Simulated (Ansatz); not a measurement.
Trial structure of GePt, not yet relaxed:

```
CELL_PARAMETERS angstrom
0.00000 2.55948 2.55948
2.55948 0.00000 2.55948
2.55948 2.55948 0.00000
ATOMIC_POSITIONS crystal
Ge 0.00000 0.00000 0.00000
Pt 0.75000 0.75000 0.75000
```

All numbers below come from DFT PBE, scalar-relativistic, plane waves, PAW in Ansatz. Settings: cutoff 420 eV, Γ-centred mesh 6×6×6 on the computed 2-atom cell, Gaussian smearing of 0.10 eV; no spin polarisation.

Formation energies are uncorrected and refer to the elements' standard structures at the same level.

Q: What does a single point on this coarse mesh give?

A: The pressure is 57.5 GPa (it wants to expand), the largest force is 0.00 eV/Å (symmetry fixes the atoms), and the energy is +0.56 eV/atom against the elements. The shortest distance is 2.22 Å.

Q: Is it a good guess?

A: A rough one: relaxing gains about 0.76 eV/atom (the start's value is from the coarse mesh, so the gain is rough) in 10 ionic steps and ends at −0.19 eV/atom on the finer mesh. The symmetry stays F-43m (No. 216). The end has the zinc blende type. The volume per atom grows by 32.9 %, from 16.8 to 22.3 Å³. The shortest distance goes from 2.22 Å (Ge–Pt) to 2.44 Å (Ge–Pt). Conventional cell: a = 5.628 Å. Ge has 4 Pt at 2.44 Å; Pt has 4 Ge at 2.44 Å.

The last run used an 18×18×18 mesh for its 2-atom cell and Gaussian smearing of 0.10 eV. These runs have no spin–orbit coupling, which can matter for Pt. The relaxation can't lower the symmetry of the start, and the grade says only how near the guess is to its own end. Symmetry constrained the relaxation, so the result can be a saddle point.
